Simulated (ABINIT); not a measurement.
Crystal: Si2W.

```
CELL_PARAMETERS angstrom
-1.60690 1.60690 3.91495
1.60690 -1.60690 3.91495
1.60690 1.60690 -3.91495
ATOMIC_POSITIONS crystal
W 0.00000 0.00000 0.00000
Si 0.66530 0.66530 0.00000
Si 0.33470 0.33470 0.00000
```

Base run:

| Quantity | Value |
| --- | --- |
| Program | ABINIT 10.8.3 (patched build) |
| Functional | SOGGA |
| Potentials or basis | JTH PAW PBE v2.0 |
| Cutoff | 435 eV |
| k mesh | 12 × 12 × 12 |
| Occupations | fermi-dirac, width 0.05 eV |
| Spin | no spin polarisation |

Its results: band gap on the k mesh none (metal or under the smearing width); pressure -4.0 GPa; largest force 0.059 eV/Å.

Problem. The run is repeated on the same cell with these changes: functional from SOGGA to rPW86PBE. What comes out?

Solution. Band gap on the k mesh none (metal or under the smearing width); pressure 8.1 GPa; largest force 0.145 eV/Å.

Caveats: the PAW data sets were made with another functional, which shifts forces and pressure a little.

Not every run made on this cell is shown here.
